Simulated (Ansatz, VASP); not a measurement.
## NbH2 in VASP and in Ansatz

```
CELL_PARAMETERS angstrom
0.00000 2.34079 2.34079
2.34079 0.00000 2.34079
2.34079 2.34079 0.00000
ATOMIC_POSITIONS crystal
Nb 0.00000 0.00000 0.00000
H 0.25000 0.25000 0.25000
H 0.75000 0.75000 0.75000
```

Alike in both runs: task single point; functional PBEsol; k mesh 11 × 11 × 11; no spin polarisation.

```csv
,VASP,Ansatz
version,VASP 6.6.1,Ansatz 0.2.0
potentials or method,"VASP PAW PBE potentials, release 64 (Nb_sv, H)","plane waves, PAW"
plane-wave cutoff (eV),520,470
occupations,"methfessel-paxton of order 1, width 0.1 eV",cold
valence electrons in the cell,15,15
```

```csv
,VASP,Ansatz,Ansatz less VASP
pressure (GPa),-16.9,-16.5,+0.33
```

Caveats: so large a pressure means that the cell lies far from this level's equilibrium, or that cutoff or potentials fall short (VASP); the potentials were made for another functional, which shifts forces and pressure (VASP).
